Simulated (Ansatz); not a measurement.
# TePt (R-3m) in Ansatz: a series of runs

One crystal, TePt, is run at these levels: PBEsol; tasks: single point.

Everything below comes from runs of Ansatz 0.2.0. Logs are shortened: lines on timing, memory, paths and dates and some standing lists are left out, and cuts for length are marked.

## 1. The crystal as given

The structure is trigonal, space group R-3m (No. 166). Conventional cell: a = 3.963 Å, b = 3.963 Å, c = 19.983 Å, α = 90.00°, β = 90.00°, γ = 120.00°. Around Pt (site symmetry 3m) lie 3 Te at 2.59 Å and 3 Pt at 2.72 Å. Te (site symmetry 3m) has 3 Pt at 2.59 Å as nearest neighbours.

## 2. Single point, PBEsol, 21.29 Å³/atom (volume scaled by 0.94)

input.yaml reads:

```yaml
crystal:
  lattice:
    - [1.9411146507, 1.1207030661, 6.5250558655]
    - [-1.9411146507, 1.1207030661, 6.5250558655]
    - [0.0, -2.2414061323, 6.5250558655]
  atoms:
    - { symbol: Pt, position: [0.1296666667, 0.1296666667, 0.1296666667] }
    - { symbol: Pt, position: [0.8703333333, 0.8703333333, 0.8703333333] }
    - { symbol: Te, position: [0.402, 0.402, 0.402] }
    - { symbol: Te, position: [0.598, 0.598, 0.598] }
kpoints:
  mp_grid: { grid: [8, 8, 8] }
scf:
  occupations: { method: fermi_dirac, width: 0.05 }
hamiltonian:
  xc: pbesol
  pseudopotentials: { kind: all_electron, lapw: { basis_error: 0.001 } }
output:
  forces: true
  stress: true
  eigenvalues: true
```

Potentials or basis: all-electron LAPW, scalar-relativistic.

Command:

```
$ ansatz run input.yaml --threads 2 --pin off --max-ram 8192MiB --backend cpu --events-out ev --progress --plain --runs-dir out
```

The program printed:

```text
Warning: RAYON_NUM_THREADS=2 ignored (pool sized by the plan → 2); use --threads N
LAPW: plane waves up to 9.263 Å⁻¹, error target 1.0e-3 eV per atom; small_component_spin mean_spin; Te in spheres of 1.260 Å, 24 of its electrons in bands, Dirac shells []; Pt in spheres of 1.280 Å, 42 of its electrons in bands, Dirac shells [] (how accurate: hamiltonian.pseudopotentials.lapw.basis_error, Limitations)
Engine: ansatz 0.2.0, aarch64-unknown-linux-gnu
Pseudopotentials: kind: all_electron
Pseudopotential: Pt, LAPW, valence charge 42, lapw/all_electron/scalar/gaussian/Pt, Koelling and Harmon's equation, gaussian nucleus
Pseudopotential: Te, LAPW, valence charge 24, lapw/all_electron/scalar/gaussian/Te, Koelling and Harmon's equation, gaussian nucleus
Functional definition: PBEsol
  exchange = pbesol_x
  correlation = pbesol_c
Crystal: 4 atoms, lattice volume = 85.168 Å³
Basis set: ecut = 326.8750169614914 eV, 1135 PW (Γ), FFT grids on a1−a3, a2−a3, a3, exchange–correlation at level 2
Bands: 80, of which v1, the nominal top of the filled ones, is band 66 counted from 1 (65 counted from 0)
Symmetry: 12 space group operations
Space group: R-3m (ITA 166), of the structure as read, at distance tolerance 4.4e-5 Å
k-points: 65 of 512
Non-local potential: Pt, projectors of the file, none
Non-local potential: Te, projectors of the file, none
Initial density: superposition of atomic densities (chi_scale 0.1, normalization cell, long waves kept (reshape's long-wave potential 0.11 eV rms))
Initial wavefunctions: plane waves of lowest kinetic energy (no species holds an atomic orbital)
Functional: x = pbesol(κ = 0.804, μ = 0.12345679012345678), c = pbesol(β = 0.046)
iter 1 solved again at ethr=3.50e-4 eV; its pass at ethr=1.00e-1 eV (dr2=4.62e-1 eV) is discarded
SCF iter   1: F=—  HF=-1371250.055419 eV  |F-HF|=—  |Δ(HF+E_count)|=         —  Δρ=2.85e-2  dr2=4.64e-1  ethr=3.50e-4  ⟨swp⟩=2.8  Hψ=32922  notcnv=0
preconditioner: auto → LDOS  [metal: Δε(μ)=0.026 eV  Ē_g=12.306 eV  σ=0.050 eV  W_gap=0.13  n_scr=36 (ndim 8)  ℏωp=22.8 eV  f_vac=0.094  D(μ)=2.01/eV (n_scr^D=16)  β→1.0]
SCF iter   2: F=—  HF=-1371249.760315 eV  |F-HF|=—  |Δ(HF+E_count)|=   2.95e-1  Δρ=1.01e-2  dr2=1.41e-1  ethr=3.50e-4  ⟨swp⟩=3.0  Hψ=16698  notcnv=0
iter 3 solved again at ethr=6.43e-6 eV; its pass at ethr=1.07e-4 eV (dr2=8.49e-3 eV) is discarded
SCF iter   3: F=—  HF=-1371249.427974 eV  |F-HF|=—  |Δ(HF+E_count)|=   3.32e-1  Δρ=3.31e-3  dr2=8.47e-3  ethr=6.43e-6  ⟨swp⟩=2.0  Hψ=26424  notcnv=0
SCF iter   4: F=—  HF=-1371249.405405 eV  |F-HF|=—  |Δ(HF+E_count)|=         —  Δρ=1.13e-3  dr2=5.82e-4  ethr=6.41e-6  ⟨swp⟩=2.0  Hψ=14570  notcnv=0
the basis was enlarged: its passes take 891.4 KiB over the memory plan, 2 of 2 planned eigensolver slots
SCF iter   5: F=—  HF=-1371249.404988 eV  |F-HF|=—  |Δ(HF+E_count)|=   4.17e-4  Δρ=2.84e-4  dr2=3.79e-5  ethr=4.41e-7  ⟨swp⟩=2.0  Hψ=14569  notcnv=0
SCF iter   6: F=—  HF=-1371249.405012 eV  |F-HF|=—  |Δ(HF+E_count)|=   2.35e-5  Δρ=6.28e-5  dr2=2.77e-6  ethr=2.87e-8  ⟨swp⟩=2.0  Hψ=14569  notcnv=0
SCF iter   7: F=—  HF=-1371249.405010 eV  |F-HF|=—  |Δ(HF+E_count)|=   1.28e-6  Δρ=1.38e-5  dr2=1.20e-7  ethr=2.10e-9  ⟨swp⟩=2.3  Hψ=14590  notcnv=0
SCF iter   8: F=-1371249.405010 eV  HF=-1371249.405010 eV  |F-HF|=4.19e-9  |Δ(HF+E_count)|=   7.29e-8  Δρ=4.07e-6  dr2=1.19e-8  ethr=9.06e-11  ⟨swp⟩=3.0  Hψ=14854  notcnv=0
SCF 1 converged in 8 iterations: F = -1371249.405010 eV  dr2 = 1.19e-8
SCF converged after 8 iterations
Free energy (F): -1371249.405010 eV
Harris-Foulkes:  -1371249.405010 eV  (|F-HF|=4.19e-9)
Internal energy: -1371249.389529 eV  (E = F + TS)
E sigma→0 (E₀):  -1371249.397270 eV
Entropy (-TS):   -0.015481 eV (-3.870 meV/atom)
Fermi energy:    19.310759 eV
--- Per-component energies (eV) ---
  E_band       = -9284.012574
  E_kinetic    = 1527686.433020
  E_xc         = -28535.503994
  E_electrostatic = -2870400.318554  (all electrons and nuclei)
  E_smearing   = -0.015481  (= −TS)
  E_closure    = 0.000000  (closes the sum)
  E_atoms      = -1371227.229492  (free atoms, spherical and without spin; not in F)
  Σ components = -1371249.405010   (vs F -1371249.405010, Δ=0.00e0)
  Basis errors (estimates in eV, not in F): energy 4.1e-4 per atom: plane waves 3.7e-4 (2.1e-4 summed), levels above the bands 2.9e-107, relativity 6.4e-8, radial functions 4.4e-5, core shells 1.2e-6; eigenvalues (radial functions only) 1.2e-6; not estimated: angular momenta, meshes, grids; target (lapw.basis_error) 1.0e-3; muffin-tin radii Te 1.260 Å, Pt 1.280 Å
--- Forces (eV/Å), atoms counted from 1 ---
  atom   1  Pt    -0.00000000    -0.00000000     0.22234685
  atom   2  Pt     0.00000000     0.00000000    -0.22234685
  atom   3  Te    -0.00000000     0.00000000    -0.93733235
  atom   4  Te     0.00000000    -0.00000000     0.93733235
  max |Σ_I F_I| component: 1.16e-18 eV/Å
--- Stress (GPa, compression-positive) ---
       10.155321      -0.000000       0.000000
       -0.000000      10.155321       0.000000
        0.000000       0.000000       7.051271
  P = ⅓ Tr σ = 9.1206 GPa (91.206 kbar)
--- Band table (eV; the first three rows and the last of 65) ---
  k-point 0: bands = ["-283.9465", "-283.9465", "-283.9465", "-283.9465", "-283.8694", "-283.8694", "-283.8694", "-283.8694", "-283.8483", "-283.8483", "-140.4808", "-140.4808", "-90.5941", "-90.5941", "-90.5941", "-90.5941", "-90.5770", "-90.5769", "-79.3619", "-79.3332", "-47.9001", "-47.8982", "-47.8755", "-47.8755", "-47.8743", "-47.8743", "-47.8707", "-47.8696", "-47.8202", "-47.8202", "-47.8193", "-47.8193", "-47.7763", "-47.7758", "-33.7038", "-33.7038", "-33.5424", "-33.5424", "-33.5243", "-33.3979", "-18.0652", "-18.0652", "-18.0588", "-18.0588", "-18.0337", "-18.0337", "-18.0321", "-18.0321", "-18.0266", "-18.0241", "5.4519", "7.2059", "11.9967", "13.3172", "13.3172", "14.0259", "14.0259", "14.5159", "16.0020", "16.0020", "17.1277", "17.1277", "17.4178", "20.0692", "20.0692", "20.3880", "20.7398", "22.4636", "22.4636", "23.9389", "25.4045", "25.8102", "25.8102", "27.1286", "27.4653", "27.4653", "28.4563", "30.3395", "30.3395", "30.7105"]
  k-point 1: bands = ["-283.9465", "-283.9465", "-283.9465", "-283.9465", "-283.8694", "-283.8694", "-283.8694", "-283.8694", "-283.8483", "-283.8483", "-140.4808", "-140.4808", "-90.5941", "-90.5941", "-90.5941", "-90.5941", "-90.5770", "-90.5769", "-79.3610", "-79.3341", "-47.9001", "-47.8983", "-47.8755", "-47.8755", "-47.8743", "-47.8742", "-47.8707", "-47.8696", "-47.8202", "-47.8202", "-47.8193", "-47.8193", "-47.7763", "-47.7758", "-33.7069", "-33.7045", "-33.5718", "-33.5398", "-33.4956", "-33.3979", "-18.0653", "-18.0648", "-18.0592", "-18.0582", "-18.0344", "-18.0339", "-18.0321", "-18.0314", "-18.0261", "-18.0235", "5.6309", "7.2650", "12.1667", "13.3555", "13.4024", "13.8240", "14.2471", "14.5859", "15.5682", "15.7469", "17.0974", "17.1503", "17.4876", "18.7640", "19.9702", "20.5949", "21.1521", "21.8067", "21.9733", "24.5687", "25.1836", "25.7013", "26.2810", "26.2987", "27.8058", "27.9783", "29.3858", "29.7863", "30.3056", "31.1232"]
  k-point 2: bands = ["-283.9465", "-283.9465", "-283.9465", "-283.9465", "-283.8694", "-283.8694", "-283.8694", "-283.8694", "-283.8483", "-283.8483", "-140.4808", "-140.4808", "-90.5941", "-90.5941", "-90.5941", "-90.5941", "-90.5770", "-90.5769", "-79.3582", "-79.3368", "-47.8999", "-47.8985", "-47.8757", "-47.8754", "-47.8743", "-47.8741", "-47.8706", "-47.8697", "-47.8202", "-47.8201", "-47.8194", "-47.8193", "-47.7763", "-47.7758", "-33.7139", "-33.7058", "-33.6048", "-33.5337", "-33.4636", "-33.3988", "-18.0655", "-18.0636", "-18.0603", "-18.0568", "-18.0357", "-18.0338", "-18.0323", "-18.0298", "-18.0249", "-18.0222", "6.1128", "7.4357", "12.4634", "12.9734", "13.5066", "14.0036", "14.5970", "14.8367", "15.2757", "15.4613", "16.8258", "16.9727", "17.3185", "17.5919", "18.7229", "19.6678", "20.6452", "21.1117", "22.8731", "23.8328", "24.6899", "26.1889", "27.1675", "27.4464", "27.5913", "28.9383", "29.7358", "30.4913", "30.8157", "31.5974"]
  k-point 64: bands = ["-283.9465", "-283.9465", "-283.9465", "-283.9465", "-283.8694", "-283.8694", "-283.8694", "-283.8694", "-283.8483", "-283.8483", "-140.4808", "-140.4808", "-90.5941", "-90.5941", "-90.5941", "-90.5941", "-90.5770", "-90.5769", "-79.3619", "-79.3332", "-47.9001", "-47.8982", "-47.8755", "-47.8755", "-47.8743", "-47.8743", "-47.8707", "-47.8696", "-47.8202", "-47.8202", "-47.8193", "-47.8193", "-47.7763", "-47.7758", "-33.7038", "-33.7038", "-33.5424", "-33.5424", "-33.5243", "-33.3979", "-18.0653", "-18.0653", "-18.0588", "-18.0588", "-18.0344", "-18.0344", "-18.0314", "-18.0314", "-18.0276", "-18.0231", "6.1286", "6.1793", "13.3347", "13.3443", "13.3443", "13.9636", "13.9636", "14.2425", "16.0197", "16.0197", "17.1464", "17.1464", "17.5033", "17.5593", "20.6850", "20.6850", "21.4259", "21.4259", "23.0825", "24.0630", "24.1304", "26.2606", "26.2606", "27.8939", "27.8939", "28.4828", "29.4978", "29.6652", "29.6652", "30.6920"]
```

Run time: 69 s. Hardware: 2 threads of Arm Neoverse V2, shared host; peak memory 1.1 GiB.

Results:

```
Free energy            : -1371249.4050 eV
Pressure               : 9.1 GPa
Largest force          : 0.937 eV/Å
Band gap on the k mesh : none (metal or under the smearing width)
```

## 3. Single point, PBEsol, 21.75 Å³/atom (volume scaled by 0.96)

input.yaml: that of step 2 with these lines changed.

```diff
@@ -2,5 +2,5 @@
   lattice:
-    - [1.9411146507, 1.1207030661, 6.5250558655]
-    - [-1.9411146507, 1.1207030661, 6.5250558655]
-    - [0.0, -2.2414061323, 6.5250558655]
+    - [1.9547849226, 1.1285956013, 6.5710084772]
+    - [-1.9547849226, 1.1285956013, 6.5710084772]
+    - [0.0, -2.2571912026, 6.5710084772]
   atoms:
```

Potentials or basis: all-electron LAPW, scalar-relativistic.

Command:

```
$ ansatz run input.yaml --threads 2 --pin off --max-ram 8192MiB --backend cpu --events-out ev --progress --plain --runs-dir out
```

It took 69 s on 2 threads of Arm Neoverse V2, shared host; peak memory 1.1 GiB.

The run converged. Its results:

```yaml
Free_energy: -1371249.4877 eV
Pressure: 5.6 GPa
Largest_force: 0.627 eV/Å
Band_gap_on_the_k_mesh: none (metal or under the smearing width)
```

## 4. Single point, PBEsol, 22.20 Å³/atom (volume scaled by 0.98)

input.yaml: that of step 3 with these lines changed.

```diff
@@ -2,5 +2,5 @@
   lattice:
-    - [1.9547849226, 1.1285956013, 6.5710084772]
-    - [-1.9547849226, 1.1285956013, 6.5710084772]
-    - [0.0, -2.2571912026, 6.5710084772]
+    - [1.968266624, 1.1363792652, 6.6163272091]
+    - [-1.968266624, 1.1363792652, 6.6163272091]
+    - [0.0, -2.2727585304, 6.6163272091]
   atoms:
```

Command:

```
$ ansatz run input.yaml --threads 2 --pin off --max-ram 8192MiB --backend cpu --events-out ev --progress --plain --runs-dir out
```

It took 70 s on 2 threads of Arm Neoverse V2, shared host; peak memory 1.1 GiB.

It converged, with:

```
Free energy            : -1371249.5327 eV
Pressure               : 2.4 GPa
Largest force          : 0.344 eV/Å
Band gap on the k mesh : none (metal or under the smearing width)
```

## 5. Single point, PBEsol, 22.65 Å³/atom

input.yaml: that of step 4 with these lines changed.

```diff
@@ -2,5 +2,5 @@
   lattice:
-    - [1.968266624, 1.1363792652, 6.6163272091]
-    - [-1.968266624, 1.1363792652, 6.6163272091]
-    - [0.0, -2.2727585304, 6.6163272091]
+    - [1.9815661262, 1.1440577364, 6.6610334788]
+    - [-1.9815661262, 1.1440577364, 6.6610334788]
+    - [0.0, -2.2881154728, 6.6610334788]
   atoms:
```

Command:

```
$ ansatz run input.yaml --threads 2 --pin off --max-ram 8192MiB --backend cpu --events-out ev --progress --plain --runs-dir out
```

Run time: 70 s. Hardware: 2 threads of Arm Neoverse V2, shared host; peak memory 1.1 GiB.

The run converged. Its results:

```yaml
Free_energy: -1371249.5443 eV
Pressure: -0.3 GPa
Largest_force: 0.193 eV/Å
Band_gap_on_the_k_mesh: none (metal or under the smearing width)
```

## 6. Single point, PBEsol, 23.10 Å³/atom (volume scaled by 1.02)

input.yaml: that of step 5 with these lines changed.

```diff
@@ -2,5 +2,5 @@
   lattice:
-    - [1.9815661262, 1.1440577364, 6.6610334788]
-    - [-1.9815661262, 1.1440577364, 6.6610334788]
-    - [0.0, -2.2881154728, 6.6610334788]
+    - [1.9946894631, 1.1516344985, 6.7051475689]
+    - [-1.9946894631, 1.1516344985, 6.7051475689]
+    - [0.0, -2.303268997, 6.7051475689]
   atoms:
```

Potentials or basis: all-electron LAPW, scalar-relativistic.

Command:

```
$ ansatz run input.yaml --threads 2 --pin off --max-ram 8192MiB --backend cpu --events-out ev --progress --plain --runs-dir out
```

It took 69 s on 2 threads of Arm Neoverse V2, shared host; peak memory 1.1 GiB.

It converged, with:

```yaml
Free_energy: -1371249.5265 eV
Pressure: -2.8 GPa
Largest_force: 0.181 eV/Å
Band_gap_on_the_k_mesh: none (metal or under the smearing width)
```

## 7. Single point, PBEsol, 23.56 Å³/atom (volume scaled by 1.04)

input.yaml: that of step 6 with these lines changed.

```diff
@@ -2,5 +2,5 @@
   lattice:
-    - [1.9946894631, 1.1516344985, 6.7051475689]
-    - [-1.9946894631, 1.1516344985, 6.7051475689]
-    - [0.0, -2.303268997, 6.7051475689]
+    - [2.0076423551, 1.1591128541, 6.7486887082]
+    - [-2.0076423551, 1.1591128541, 6.7486887082]
+    - [0.0, -2.3182257083, 6.7486887082]
   atoms:
```

Command:

```
$ ansatz run input.yaml --threads 2 --pin off --max-ram 8192MiB --backend cpu --events-out ev --progress --plain --runs-dir out
```

Run time: 70 s. Hardware: 2 threads of Arm Neoverse V2, shared host; peak memory 1.1 GiB.

It converged, with:

- Free energy: -1371249.4826 eV
- Pressure: -4.9 GPa
- Largest force: 0.363 eV/Å
- Band gap on the k mesh: none (metal or under the smearing width)

## 8. Single point, PBEsol, 24.01 Å³/atom (volume scaled by 1.06)

input.yaml: that of step 7 with these lines changed.

```diff
@@ -2,5 +2,5 @@
   lattice:
-    - [2.0076423551, 1.1591128541, 6.7486887082]
-    - [-2.0076423551, 1.1591128541, 6.7486887082]
-    - [0.0, -2.3182257083, 6.7486887082]
+    - [2.0204302308, 1.1664959376, 6.7916751456]
+    - [-2.0204302308, 1.1664959376, 6.7916751456]
+    - [0.0, -2.3329918752, 6.7916751456]
   atoms:
```

Command:

```
$ ansatz run input.yaml --threads 2 --pin off --max-ram 8192MiB --backend cpu --events-out ev --progress --plain --runs-dir out
```

Wall time 71 s (2 threads of Arm Neoverse V2, shared host); peak memory 1.1 GiB.

Results (log left out):

* Free energy: -1371249.4156 eV
* Pressure: -6.9 GPa
* Largest force: 0.558 eV/Å
* Band gap on the k mesh: none (metal or under the smearing width)
